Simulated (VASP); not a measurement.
**Lu: single point with BLYP+D4**

Lu:

```xyz
1
Lattice="-1.9924 1.9924 1.9924 1.9924 -1.9924 1.9924 1.9924 1.9924 -1.9924" Properties=species:S:1:pos:R:3 pbc="T T T"
Lu    0.0000    0.0000    0.0000
```

This isn't the form of Lu at room conditions, which is hcp.

The cell isn't the ideal one: volume scaled by 1.06.

```yaml
Program: VASP 6.6.1
Task: single point
Functional: BLYP
Dispersion: D4
Potentials_or_basis: VASP PAW PBE potentials, release 64 (Lu)
Cutoff: 520 eV
k_mesh: 10 × 10 × 10
Occupations: methfessel-paxton, width 0.025 eV
Spin: collinear spin, typed start
Starting_moments: "[1.0] μB"
Fixed_moment: 1 μB
```

```
Pressure                                              : -2.1 GPa
Net moment                                            : 1.00 μB per cell
Site moments                                          : Lu +0.43 μB
Valence electrons inside the program's atomic spheres : Lu 23.10
Dispersion energy per atom                            : -0.302 eV
```

Wall time 34 s on 1 thread of Intel(R) Xeon(R) 6975P-C (Granite Rapids), with other jobs on the host, peak memory 0.21 GiB.

Caveat: the PAW data sets were made with another functional, which shifts forces and pressure a little; the total moment is fixed, so each spin has its own Fermi level.
